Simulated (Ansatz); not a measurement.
## Bi under changes of volume

One of the cells (34.026 Å³/atom); the others are scaled copies at fixed shape and fractional positions:

```
CELL_PARAMETERS angstrom
3.48860 -3.13258 0.00000
3.48860 3.13258 0.00000
-1.26023 0.00000 3.11355
ATOMIC_POSITIONS crystal
Bi 0.75306 0.75306 0.85738
Bi 0.24694 0.24694 0.14262
```

This isn't the form of Bi at room conditions, which is rhombohedral.

* Program: Ansatz 0.2.0
* Functional: PBE
* Potentials or basis: Ansatz PAW
* Cutoff: 420 eV (not typed: the program's choice for these potentials)
* k mesh: 6 × 6 × 9
* Occupations: fermi-dirac, width 0.05 eV
* Spin: no spin polarisation

```tsv
volume (Å³/atom)	energy over the lowest point (meV/atom)	pressure (GPa)	largest force (eV/Å)
31.984	21.20	3.5	0.052
32.665	?	?	?
33.345	2.25	1.1	0.017
34.026	0.00	0.0	0.042
34.706	1.88	-0.9	0.069
35.387	7.44	-1.7	0.094
36.067	16.29	-2.4	0.118
```

Question: What does the run at 32.665 Å³/atom give?

Answer: Energy over the lowest point 9.14 meV/atom; pressure 2.2 GPa; largest force 0.022 eV/Å.

Worked out: A Birch-Murnaghan fit of order 3 (a polynomial in V^(-2/3)) to the other rows has its minimum at 34.04 Å³/atom with B0 = V·E''(V) = 48 GPa and B' = 4.7 at fixed shape and positions, which overstates the stiffness. It gives 9.12 meV/atom at 32.665 Å³/atom, against the run's 9.14, and -dE/dV = 2.2 GPa, against 2.2.

Energies are extrapolated to zero smearing.
